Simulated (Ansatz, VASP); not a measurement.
## MgI2 in VASP and in Ansatz

```xyz
6
Lattice="4.1291 0.0000 0.0000 -2.0646 3.5759 0.0000 0.0000 0.0000 44.2065" Properties=species:S:1:pos:R:3 pbc="T T T"
Mg    0.0000    0.0000    8.5633
Mg    0.0000    2.3839   15.4367
I     0.0000    2.3839   10.2409
I     2.0646    1.1920    6.8819
I     2.0646    1.1920   17.1181
I     0.0000    0.0000   13.7592
```

Alike in both runs: functional PBE; dispersion D3(BJ); k mesh 6 × 6 × 1; occupations gaussian, width 0.02 eV; no spin polarisation.

Ansatz relaxed the structure, and its values are those at the end. VASP's run is a single point on that final structure, the one shown.

```csv
,VASP,Ansatz
version,VASP 6.6.1,Ansatz 0.2.0
potentials or method,"VASP PAW PBE potentials, release 64 (Mg, I)","scalar-relativistic, plane waves, PAW"
plane-wave cutoff (eV),520,420
valence electrons in the cell,32,88
```

Ansatz gave:

- gap on the k mesh at the Fermi level (eV): 3.45
- least direct gap on the mesh (eV): 3.90
- rms of the force components (eV/Å): 0.001

Task: Estimate VASP's values.

Result: gap on the k mesh at the Fermi level (eV): 3.44; least direct gap on the mesh (eV): 3.88; rms of the force components (eV/Å): 0.004.

The two sets of potentials don't hold the same shells in valence. Ansatz warned: «structure_snapped_to_symmetry».

Caveats: spin-orbit coupling is left out, which moves the levels of the heavy elements. A hybrid or GW would open this gap; PBE tends to underestimate it.
